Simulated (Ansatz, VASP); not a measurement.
MgO: VASP beside Ansatz

```xyz
4
Lattice="3.4864 0.0000 0.0000 -1.7432 3.0193 0.0000 0.0000 0.0000 4.1780" Properties=species:S:1:pos:R:3 pbc="T T T"
Mg    1.7432    1.0064    3.1335
Mg    0.0000    2.0129    1.0445
O     1.7432    1.0064    1.0445
O     0.0000    2.0129    3.1335
```

Measurements of this composition are mostly on another form, of space group No. 225.

Alike in both runs: task single point; functional PBEsol; k mesh 6 × 6 × 6; no spin polarisation.

```csv
,VASP,Ansatz
version,VASP 6.6.1,Ansatz 0.2.0
potentials or method,"VASP PAW PBE potentials, release 64 (Mg, O)","plane waves, PAW"
plane-wave cutoff (eV),520,422
occupations,"gaussian, width 0.01 eV",fixed
valence electrons in the cell,16,32
```

```tsv
	VASP	Ansatz	Ansatz less VASP
gap on the k mesh at the Fermi level (eV)	3.31	3.32	+0.003
```

The two sets of potentials don't hold the same shells in valence.
